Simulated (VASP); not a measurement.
# Al (I4/mmm) in VASP: a series of runs

The runs below take Al through single point, with PBEsol.

Program: VASP 6.6.1. These are calculated values, not measurements. Logs are shortened: lines on timing, memory, paths and dates and some standing lists are left out, and cuts for length are marked.

**1. The cell of the first run**

It takes space group I4/mmm (No. 139, tetragonal). Conventional cell: a = 3.087 Å, b = 3.087 Å, c = 3.135 Å, α = 90.00°, β = 90.00°, γ = 90.00°. Al (site symmetry 4/mmm) is surrounded by 12 Al at 2.69 to 3.09 Å.

This isn't the form of Al at room conditions, which is fcc.

**2. Single point, PBEsol (strain -0.030 along x and y, -0.015 along z, atoms carried along)**

Input file INCAR:

```
SYSTEM = Al
PREC     = Accurate       ! precision mode
ENCUT    = 520            ! plane-wave cutoff, eV
EDIFF    = 1E-7           ! SCF threshold, eV
ISMEAR   = 0              ! smearing method
SIGMA    = 0.15           ! smearing width, eV
LREAL    = .FALSE.        ! projectors in reciprocal space
LASPH    = .TRUE.         ! aspherical terms in the spheres
NELM     = 100            ! most SCF steps
ALGO     = Normal         ! electronic algorithm
ISIF     = 2              ! what is computed and relaxed
LWAVE    = .FALSE.        ! write WAVECAR
LCHARG   = .FALSE.        ! write CHGCAR
GGA      = PS             ! functional
NBANDS   = 8              ! bands
```

Input file KPOINTS:

```
Automatic mesh
0
G
  20 20 20
  0 0 0
```

Input file POSCAR:

```
Al
1.0
   -1.5434821293      1.5434821293      1.5673504096
    1.5434821293     -1.5434821293      1.5673504096
    1.5434821293      1.5434821293     -1.5673504096
Al
1
Direct
    0.0000000000      0.0000000000      0.0000000000
```

Potentials or basis: VASP PAW PBE potentials, release 64 (Al).

On the command line:

```bash
$ cat potpaw_PBE.64/Al/POTCAR > POTCAR
$ mpirun -np 1 vasp_std > vasp.out
```

OUTCAR:

```text
SYSTEM = Al
   PREC = Accurate
   ENCUT = 520
   EDIFF = 1E-7
   ISMEAR = 0
   LREAL = .FALSE.
   LASPH = .TRUE.
   NELM = 100
   ISIF = 2
   GGA = PS

 ion  position               nearest neighbor table
   1  0.000  0.000  0.000-

  LATTYP: Found a body centered tetragonal cell.
 ALAT       =     3.0869642586
 C/A-ratio  =     1.0154639175

  Lattice vectors:

 A1 = (  -1.5434821293,   1.5434821293,   1.5673504096)
 A2 = (   1.5434821293,  -1.5434821293,   1.5673504096)
 A3 = (   1.5434821293,   1.5434821293,  -1.5673504096)

Analysis of symmetry for initial positions (statically):
=====================================================================
 Subroutine PRICEL returns:
 Original cell was already a primitive cell.

 Routine SETGRP: Setting up the symmetry group for a
 body centered tetragonal supercell.

 Subroutine GETGRP returns: Found 16 space group operations
 (whereof 16 operations were pure point group operations)
 out of a pool of 16 trial point group operations.

The static configuration has the point symmetry D_4h.

Analysis of symmetry for dynamics (positions and initial velocities):
=====================================================================
 Subroutine PRICEL returns:
 Original cell was already a primitive cell.

 Routine SETGRP: Setting up the symmetry group for a
 body centered tetragonal supercell.

 Subroutine GETGRP returns: Found 16 space group operations
 (whereof 16 operations were pure point group operations)
 out of a pool of 16 trial point group operations.

The dynamic configuration has the point symmetry D_4h.

 Subroutine INISYM returns: Found 16 space group operations
 (whereof 16 operations are pure point group operations),
 and found     1 'primitive' translations

----------------------------------------------------------------------------------------

                                     Primitive cell

  volume of cell :      14.9358

  direct lattice vectors                    reciprocal lattice vectors
    -1.543482129  1.543482129  1.567350410     0.000000000  0.323942850  0.319009710
     1.543482129 -1.543482129  1.567350410     0.323942850  0.000000000  0.319009710
     1.543482129  1.543482129 -1.567350410     0.323942850  0.323942850  0.000000000

  length of vectors
     2.687240494  2.687240494  2.687240494     0.454649497  0.454649497  0.458124372

  position of ions in fractional coordinates (direct lattice)
     0.000000000  0.000000000  0.000000000

  ion indices of the primitive-cell ions
   primitive index   ion index
                 1           1

----------------------------------------------------------------------------------------

 KPOINTS: Automatic mesh

Automatic generation of k-mesh.
 Grid dimensions read from file:
 generate k-points for:   20   20   20

 Generating k-lattice:

  Cartesian coordinates                     Fractional coordinates (reciprocal lattice)
     0.000000000  0.016197143  0.015950486     0.050000000  0.000000000 -0.000000000
     0.016197143  0.000000000  0.015950486     0.000000000  0.050000000 -0.000000000
     0.016197143  0.016197143  0.000000000     0.000000000  0.000000000  0.050000000

  Length of vectors
     0.022732475  0.022732475  0.022906219

  Shift w.r.t. Gamma in fractional coordinates (k-lattice)
     0.000000000  0.000000000  0.000000000

 Subroutine IBZKPT returns following result:
 ===========================================

 Found    641 irreducible k-points:

 Following reciprocal coordinates:
            Coordinates               Weight
  0.000000  0.000000  0.000000      1.000000
  0.050000 -0.000000  0.000000      8.000000
  0.100000 -0.000000  0.000000      8.000000
  0.150000 -0.000000  0.000000      8.000000
  0.200000 -0.000000  0.000000      8.000000
  0.250000  0.000000  0.000000      8.000000
[... 16 lines left out ...]
 -0.400000  0.050000 -0.000000     16.000000
 -0.350000  0.050000  0.000000     16.000000
 [... further k-points ...]
   k-points           NKPTS =    641   k-points in BZ     NKDIM =    641   number of bands    NBANDS=      8
   number of dos      NEDOS =    301   number of ions     NIONS =      1
   total plane-waves  NPLWV =   8000
   dimension x,y,z NGX =    20 NGY =   20 NGZ =   20
   dimension x,y,z NGXF=    40 NGYF=   40 NGZF=   40
   ions per type =               1
   NGX,Y,Z   is equivalent  to a cutoff of  12.37, 12.37, 12.37 a.u.
   NGXF,Y,Z  is equivalent  to a cutoff of  24.75, 24.75, 24.75 a.u.
 SYSTEM =  Al
   PREC   = accura    normal or accurate (medium, high low for compatibility)
   ISTART =      0    job   : 0-new  1-cont  2-samecut
   ICHARG =      2    charge: 1-file 2-atom 10-const
   ISPIN  =      1    spin polarized calculation?
   LNONCOLLINEAR =      F non collinear calculations
   LSORBIT =      F    spin-orbit coupling
   LASPH  =      T    aspherical Exc in radial PAW
   ENCUT  =  520.0 eV  38.22 Ry    6.18 a.u.   5.00  5.00  5.00*2*pi/ulx,y,z
   NELM   =    100;   NELMIN=  2; NELMDL= -5     # of ELM steps
   EDIFF  = 0.1E-06   stopping-criterion for ELM
   LREAL  =      F    real-space projection
   EDIFFG = 0.1E-05   stopping-criterion for IOM
   NSW    =      0    number of steps for IOM
   IBRION =     -1    ionic relax: 0-MD 1-quasi-New 2-CG
   NFREE  =      0    steps in history (QN), initial steepest desc. (CG)
   ISIF   =      2    stress and relaxation
   ISYM   =      2    0-nonsym 1-usesym 2-fastsym
   POTIM  = 0.5000    time-step for ionic-motion
   TEBEG  =    0.0;   TEEND  =   0.0 temperature during run
   PSTRESS=    0.0 pullay stress
   NELECT =       3.0000    total number of electrons
   NUPDOWN=      -1.0000    fix difference up-down
   EMIN   =  10.00;   EMAX   =-10.00  energy-range for DOS
   EFERMI =   0.00;   METHOD = LEGACY
   ISMEAR =     0;   SIGMA  =   0.15  broadening in eV -4-tet -1-fermi 0-gaus
   EFERMI_NEDOS =   21; number of points for ismear=-14 and -15
   IALGO  =     38    algorithm
   IMIX   =      4    mixing-type and parameters
     AMIX     =   0.40;   BMIX     =  1.00
     AMIX_MAG =   1.60;   BMIX_MAG =  1.00
  volume/ion in A,a.u.               =      14.94       100.79
  Fermi-wavevector in a.u.,A,eV,Ry     =   0.958750  1.811775 12.506503  0.919202
  Thomas-Fermi vector in A             =   2.087885
   LORBIT       =      0    0 simple, 1 ext, 2 COOP (PROOUT), +10 PAW based schemes
   GGA     = PS    functional components
   LHFCALC =     F    Hartree Fock is set to
   AEXX    =    0.0000 exact exchange contribution
   IVDW    =     0    specifies the selected vdW correction
   LEPSILON=     F    determine dielectric tensor
   LRPA    =     F    only Hartree local field effects (RPA)
 non-spin polarized calculation
 Gauss-broadening in eV      SIGMA  =   0.15
  energy-cutoff  :      520.00
  volume of cell :       14.94
 maximum number of plane-waves:       420
   NGX =  9   NGY =  9   NGZ =  9

 number of electron       3.0000000 magnetization

 Free energy of the ion-electron system (eV)
  ---------------------------------------------------
  ext. energy  EPLUGINS =         0.00000000
  ---------------------------------------------------
  free energy    TOTEN  =        -3.95060103 eV

  energy without entropy =       -3.94535566  energy(sigma->0) =       -3.94797834

 E-fermi :   9.0395     XC(G=0): -10.6299

 val. band max:        9.0272528385   @ k =  -0.4500   0.1000   0.0500
 cond. band min:       9.0482739709   @ k =   0.3500   0.2500   0.1500
 fundamental gap:      0.0210211324
 Fermi energy:         9.0395123830

 k-point     1 :       0.0000    0.0000    0.0000
  band No.  band energies     occupation
      1      -2.8042      2.00000
      2      22.7679      0.00000
      3      22.7679      0.00000
      4      23.1487      0.00000
      5      25.1207      0.00000
      6      25.2851      0.00000
      7      25.2851      0.00000
      8      25.8770      0.00000

 k-point     2 :       0.0500   -0.0000    0.0000
  band No.  band energies     occupation
      1      -2.7277      2.00000
      2      21.8772      0.00000
      3      22.3785      0.00000
      4      22.7597      0.00000
      5      24.7138      0.00000
      6      25.1977      0.00000
      7      25.6231      0.00000
      8      25.8616      0.00000

 k-point     3 :       0.1000   -0.0000    0.0000
  band No.  band energies     occupation
      1      -2.4987      2.00000
      2      19.9574      0.00000
      3      21.5949      0.00000
      4      21.9737      0.00000
      5      23.8493      0.00000
      6      24.6247      0.00000
      7      25.9110      0.00000
      8      26.4833      0.00000

 k-point     4 :       0.1500   -0.0000    0.0000
  band No.  band energies     occupation
      1      -2.1177      2.00000
      2      17.7848      0.00000
      3      20.7822      0.00000
      4      21.1012      0.00000
      5      22.9711      0.00000
      6      24.0000      0.00000
      7      26.4063      0.00000
      8      26.7770      0.00000

 k-point     5 :       0.2000   -0.0000    0.0000
  band No.  band energies     occupation
      1      -1.5864      2.00000
      2      15.6094      0.00000
      3      20.0312      0.00000
      4      20.2811      0.00000
      5      22.1651      0.00000
      6      23.4015      0.00000
      7      26.9833      0.00000
      8      27.2162      0.00000
[... 177 lines left out ...]
 k-point    22 :      -0.4500    0.0500   -0.0000
  band No.  band energies     occupation
      1       2.6624      2.00000
      2       7.0543      2.00000
      3      16.7502      0.00000
      4      18.1816      0.00000
      5      20.4957      0.00000
      6      22.2462      0.00000
      7      29.2375      0.00000
      8      31.8448      0.00000

 k-point    23 :      -0.4000    0.0500   -0.0000
  band No.  band energies     occupation
      1       1.4896      2.00000
      2       8.7524      1.99321
      3      17.0409      0.00000
      4      18.4086      0.00000
      5      20.7755      0.00000
      6      22.4582      0.00000
      7      28.3721      0.00000
      8      31.0753      0.00000

 k-point    24 :      -0.3500    0.0500    0.0000
  band No.  band energies     occupation
      1       0.4503      2.00000
      2      10.5788      0.00000
      3      17.4659      0.00000
      4      18.7578      0.00000
      5      21.1849      0.00000
      6      22.7701      0.00000
      7      27.5757      0.00000
      8      30.1644      0.00000

 [... further k-points ...]
[... 5 lines left out ...]
  --------------------------------------------------------------------------------------
  -------------------------------------------------------------------------------------
  Total        0.8634671      0.8634671      0.9684745      0.0000000      0.0000000      0.0000000
  in kB       92.6247565     92.6247565    103.8889749      0.0000000      0.0000000      0.0000000
  external PRESSURE =      96.3794959 kB  Pullay stress =       0.0000000 kB

 VOLUME and BASIS-vectors are now :
 -----------------------------------------------------------------------------
  energy-cutoff  :      520.00
  volume of cell :       14.94
      direct lattice vectors                 reciprocal lattice vectors
    -1.543482129  1.543482129  1.567350410     0.000000000  0.323942850  0.319009710
     1.543482129 -1.543482129  1.567350410     0.323942850  0.000000000  0.319009710
     1.543482129  1.543482129 -1.567350410     0.323942850  0.323942850  0.000000000

 POSITION                                       TOTAL-FORCE (eV/Angst)
 -----------------------------------------------------------------------------------
      0.00000      0.00000      0.00000         0.000000     -0.000000      0.000000
 -----------------------------------------------------------------------------------
    total drift:                                0.000000     -0.000000      0.000000

  FREE ENERGIE OF THE ION-ELECTRON SYSTEM (eV)
  ---------------------------------------------------
  free  energy   TOTEN  =        -3.9506010292 eV

  energy  without entropy=       -3.9453556567  energy(sigma->0) =       -3.94797834
```

Run time: 28 s. Hardware: 1 thread of AMD EPYC 9R45 (Zen 5), shared host; peak memory 0.14 GiB.

What came out:

- Free energy: -3.9506 eV
- Pressure: 9.6 GPa
- Band gap on the k mesh: none (metal or under the smearing width)

Stress tensor (GPa, compression positive):
```
 9.26  0.00  0.00
 0.00  9.26  0.00
 0.00  0.00 10.39
```

Levels at points of the mesh, in eV from the Fermi level:
| k point | band 1 | band 2 | band 3 | band 4 | band 5 | band 6 |
| --- | --- | --- | --- | --- | --- | --- |
| (0.00, 0.00, 0.00) | -11.84 | 13.73 | 13.73 | 14.11 | 16.08 | 16.25 |
| (0.50, 0.00, 0.00) | -4.73 | -4.03 | 8.60 | 9.05 | 10.81 | 12.33 |
| (0.50, 0.50, 0.00) | -4.65 | -3.88 | 8.26 | 8.73 | 10.41 | 12.18 |
| (0.50, 0.50, 0.50) | 1.74 | 2.20 | 2.20 | 2.70 | 2.89 | 6.84 |

Caveat: the PAW data sets were made with another functional, which shifts forces and pressure a little.

**3. Single point, PBEsol (strain +0.030 along x and y, +0.030 along z, atoms carried along)**

Input file INCAR:

```
  PREC = Accurate
  ENCUT = 520
  EDIFF = 1E-7
  ISMEAR = 0
  SIGMA = 0.15
  LREAL = F
  LASPH = T
  NELM = 100
  ALGO = Normal
  ISIF = 2
  LWAVE = F
  LCHARG = F
  GGA = PS
  NBANDS = 8
```

Input file KPOINTS:

```
Automatic mesh
0
Gamma
  20 20 20
```

Input file POSCAR:

```
Al
1.0
   -1.6389552507      1.6389552507      1.6389552507
    1.6389552507     -1.6389552507      1.6389552507
    1.6389552507      1.6389552507     -1.6389552507
Al
1
Direct
    0.0000000000      0.0000000000      0.0000000000
```

Potentials or basis: VASP PAW PBE potentials, release 64 (Al).

On the command line:

```bash
$ cat potpaw_PBE.64/Al/POTCAR > POTCAR
$ mpirun -np 1 vasp_std > vasp.out
```

Run time: 17 s. Hardware: 1 thread of AMD EPYC 9R45 (Zen 5), shared host; peak memory 0.12 GiB.

The run converged. Its results:

| Item | Value |
| --- | --- |
| Free energy | -3.9830 eV |
| Pressure | -3.8 GPa |
| Band gap on the k mesh | none (metal or under the smearing width) |

Levels at points of the mesh, in eV from the Fermi level:
| k point | band 1 | band 2 | band 3 | band 4 | band 5 | band 6 |
| --- | --- | --- | --- | --- | --- | --- |
| (0.00, 0.00, 0.00) | -10.68 | 12.86 | 12.86 | 12.86 | 13.76 | 13.76 |
| (0.50, 0.00, 0.00) | -4.07 | -3.78 | 7.68 | 8.11 | 9.52 | 10.88 |
| (0.50, 0.50, 0.50) | 1.77 | 1.77 | 1.77 | 3.07 | 3.07 | 4.85 |

Caveat: the PAW data sets were made with another functional, which shifts forces and pressure a little.

**4. Single point, PBEsol (strain +0.030 along x and y, -0.030 along z, atoms carried along)**

Input file INCAR:

```
PREC = Accurate ; ENCUT = 520
EDIFF = 1E-7 ; ISMEAR = 0
SIGMA = 0.15 ; LREAL = False
LASPH = True ; NELM = 100
ALGO = Fast ; ISIF = 2
LWAVE = False ; LCHARG = True
GGA = PS ; LELF = True
LVHAR = True ; NBANDS = 8
```

KPOINTS is that of step 3.

Input file POSCAR:

```
Al
1.0
   -1.6389552507      1.6389552507      1.5434821293
    1.6389552507     -1.6389552507      1.5434821293
    1.6389552507      1.6389552507     -1.5434821293
Al
1
Direct
    0.0000000000      0.0000000000      0.0000000000
```

On the command line:

```bash
$ cat potpaw_PBE.64/Al/POTCAR > POTCAR
$ mpirun -np 1 vasp_std > vasp.out
```

Wall time 49 s (1 thread of AMD EPYC 9R45 (Zen 5), shared host); peak memory 0.16 GiB.

It converged, with:

| Property | Result |
| --- | --- |
| Free energy | -4.0002 eV |
| Pressure | 0.0 GPa |
| Band gap on the k mesh | none (metal or under the smearing width) |

Stress tensor (GPa, compression positive):
```
 0.59  0.00  0.00
 0.00  0.59  0.00
 0.00  0.00 -1.31
```

Levels at points of the mesh, in eV from the Fermi level:
```csv
k point,band 1,band 2,band 3,band 4,band 5,band 6
"(0.00, 0.00, 0.00)",-11.09,12.31,13.74,13.74,14.23,14.23
"(0.50, 0.00, 0.00)",-4.19,-3.65,7.77,7.85,9.46,11.16
"(0.50, 0.50, 0.00)",-4.48,-4.22,8.93,9.14,10.94,11.80
"(0.50, 0.50, 0.50)",1.32,1.32,2.67,2.99,3.02,5.88
```

Caveat: the PAW data sets were made with another functional, which shifts forces and pressure a little.

**5. The runs side by side**

```csv
cell,gap on the mesh (eV),pressure (GPa)
"strain -0.030 along x and y, -0.015 along z, atoms carried along",none,9.6
"strain +0.030 along x and y, +0.030 along z, atoms carried along",none,-3.8
"strain +0.030 along x and y, -0.030 along z, atoms carried along",none,0.0
```

Alike in all rows: task single point; level PBEsol; potentials or basis VASP PAW PBE potentials, release 64 (Al); no spin polarisation; k mesh 20 × 20 × 20; cutoff (eV) 520; smearing gaussian 0.15 eV.

Caveats: the PAW data sets were made with another functional, which shifts forces and pressure a little.

Absolute energies hang on the potentials; compare differences alone.
